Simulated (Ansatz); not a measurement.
TePb:

```xyz
2
Lattice="0.0000 3.2310 3.2310 3.2310 0.0000 3.2310 3.2310 3.2310 0.0000" Properties=species:S:1:pos:R:3 pbc="T T T"
Pb    0.0000    0.0000    0.0000
Te    3.2310    3.2310    3.2310
```

Base run:

* Program: Ansatz 0.2.0
* Functional: BLYP
* Potentials or basis: Ansatz PAW
* Cutoff: 420 eV (not typed: the program's choice for these potentials)
* k mesh: 7 × 7 × 7
* Occupations: fermi-dirac, width 0.05 eV
* Spin: no spin polarisation

Its results: pressure 5.3 GPa.

Q: The run is repeated on the same cell with these changes: functional from BLYP to PBE; k mesh from 7 × 7 × 7 to 3 × 3 × 3. What comes out?

A: Pressure 2.1 GPa.

Several settings changed at once, so the effect can't be laid on one alone.

Caveats: some runs use coarse meshes; the PAW data sets come from PBE, with cores solved anew for the run's functional, which leaves a small shift of forces and pressure (some runs).
